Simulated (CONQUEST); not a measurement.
The system is AlNi.

```
CELL_PARAMETERS angstrom
2.88100 0.00000 0.00000
0.00000 2.88100 0.00000
0.00000 0.00000 2.88100
ATOMIC_POSITIONS crystal
Ni 0.50000 0.50000 0.50000
Al 0.00000 0.00000 0.00000
```

| Quantity | Value |
| --- | --- |
| Program | CONQUEST 1.3 |
| Task | single point |
| Functional | PBE |
| Potentials or basis | PseudoDojo NC PBE, DZP, grid cutoff 150 Ha |
| k mesh | 9 × 9 × 9 |
| Occupations | fermi-dirac, width 0.05 eV |
| Spin | collinear spin, ferromagnetic start |
| Starting moments | [1.0, 0.0] μB |

On this cell: pressure 5.4 GPa; largest force zero by symmetry; net moment 0.00 μB per cell; band gap on the k mesh none (metal or under the smearing width).

The same run follows on a disturbed copy (atoms moved at random, drawn with an rms of 0.05 Å):

```
CELL_PARAMETERS angstrom
2.88100 0.00000 0.00000
0.00000 2.88100 0.00000
0.00000 0.00000 2.88100
ATOMIC_POSITIONS crystal
Ni 0.49815 0.47452 0.50103
Al 0.99771 0.01098 0.99395
```

Question: What changes?

Answer: The energy (extrapolated to zero smearing) moves by +18.6 meV/atom; pressure 6.0 GPa; largest force 0.695 eV/Å; net moment 0.00 μB per cell; band gap on the k mesh none (metal or under the smearing width).

Forces in eV/Å, atoms in the order of the input:
```
Ni  -0.003  0.662 -0.139
Al   0.008 -0.682  0.135
```

Stress tensor (GPa, compression positive):
```
 6.23 -0.04  0.01
-0.04  5.52 -0.25
 0.01 -0.25  6.20
```

Caveats: the basis of atomic orbitals isn't converged, which shifts pressures, moduli and gaps.
